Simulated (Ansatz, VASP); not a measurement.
# One calculation of Fe, two programs

INCAR

```
SYSTEM = Fe
PREC     = Accurate       ! precision mode
ENCUT    = 520            ! plane-wave cutoff, eV
EDIFF    = 1E-7           ! SCF threshold, eV
ISMEAR   = -1             ! smearing method
SIGMA    = 0.08           ! smearing width, eV
LREAL    = .FALSE.        ! projectors in reciprocal space
LASPH    = .TRUE.         ! aspherical terms in the spheres
NELM     = 100            ! most SCF steps
ALGO     = Normal         ! electronic algorithm
ISIF     = 2              ! what is computed and relaxed
LWAVE    = .FALSE.        ! write WAVECAR
LCHARG   = .FALSE.        ! write CHGCAR
GGA      = PE             ! functional
NBANDS   = 15             ! bands
```

The input KPOINTS:

```
Automatic mesh
0
G
  17 17 10
  0 0 0
```

The input POSCAR:

```
Fe
1.0
    2.3844669570      0.0000000000      0.0000000000
   -1.1922334785      2.0650089592      0.0000000000
    0.0000000000      0.0000000000      3.7635056374
Fe
2
Direct
    0.3333333333      0.6666666667      0.2500000000
    0.6666666667      0.3333333333      0.7500000000
```

Input for Ansatz:

```yaml
crystal:
  lattice:
    - [2.384466957, 0.0, 0.0]
    - [-1.1922334785, 2.0650089592, 0.0]
    - [0.0, 0.0, 3.7635056374]
  atoms:
    - { symbol: Fe, position: [0.3333333333, 0.6666666667, 0.25] }
    - { symbol: Fe, position: [0.6666666667, 0.3333333333, 0.75] }
kpoints:
  mp_grid: { grid: [17, 17, 10] }
  band_path:
    path:
      - [0.0, 0.0, 0.0]
      - [0.5, 0.0, 0.0]
      - [0.3333333333, 0.3333333333, 0.0]
      - [0.0, 0.0, 0.0]
      - [0.0, 0.0, 0.5]
      - [0.5, 0.0, 0.5]
      - [0.3333333333, 0.3333333333, 0.5]
      - [0.0, 0.0, 0.5]
      - [0.5, 0.0, 0.5]
    npoints: 5
scf:
  occupations: { method: fermi_dirac, width: 0.08 }
hamiltonian:
  xc: pbe
  pseudopotentials: { kind: all_electron, lapw: { basis_error: 0.00025 } }
output:
  forces: true
  stress: true
  eigenvalues: true
```

Change from the starting cell: volume scaled by 0.94.

Alike in both runs: task single point; functional PBE; k mesh 17 × 17 × 10; occupations fermi-dirac, width 0.08 eV; no spin polarisation.

|  | VASP | Ansatz |
| --- | --- | --- |
| version | VASP 6.6.1 | Ansatz 0.2.0 |
| potentials or method | VASP PAW PBE potentials, release 64 (Fe) | all-electron LAPW, scalar-relativistic |
| plane-wave cutoff (eV) | 520 | see its input |

|  | VASP | Ansatz | Ansatz less VASP |
| --- | --- | --- | --- |
| pressure (GPa) | 33.9 | 34.8 | +0.91 |
| largest component of the traceless stress (GPa) | 1.46 | 1.62 | +0.159 |

Ansatz ran all-electron here, so the differences hold the error of VASP's frozen core and of both bases.

Caveats: so large a pressure means that the cell lies far from this level's equilibrium, or that cutoff or potentials fall short (VASP); the run has no spin polarisation, though such a crystal can be magnetic. Spin polarisation is off, so any magnetic state and its effect on volume and gap are missing.
